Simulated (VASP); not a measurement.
Runs of VASP 6.6.1 on Ca. The structure is cubic, space group Im-3m (No. 229). Conventional cell: a = 4.341 Å, b = 4.341 Å, c = 4.341 Å, α = 90.00°, β = 90.00°, γ = 90.00°. Around Ca (site symmetry m-3m) lie 8 Ca at 3.76 Å. This isn't the form of Ca at room conditions, which is fcc.

```tsv
cell	k mesh	gap on the mesh (eV)	pressure (GPa)
Im-3m, 40.91 Å³/atom	11 × 11 × 11	none	(a)
Im-3m, 44.46 Å³/atom	16 × 16 × 16	none	0.0
Im-3m, 46.24 Å³/atom	11 × 11 × 11	none	-0.6
Im-3m, 42.68 Å³/atom	11 × 11 × 11	none	0.7
```

Alike in all rows: task single point; level RPBE; potentials or basis VASP PAW PBE potentials, release 64 (Ca_sv); no spin polarisation; cutoff (eV) 520; smearing fermi-dirac 0.1 eV.

Question: Estimate the missing entries.

Answer: (a) 1.5.

Caveats: the PAW data sets were made with another functional, which shifts forces and pressure a little.

A gap of «none» marks a metal or a gap under the smearing width.
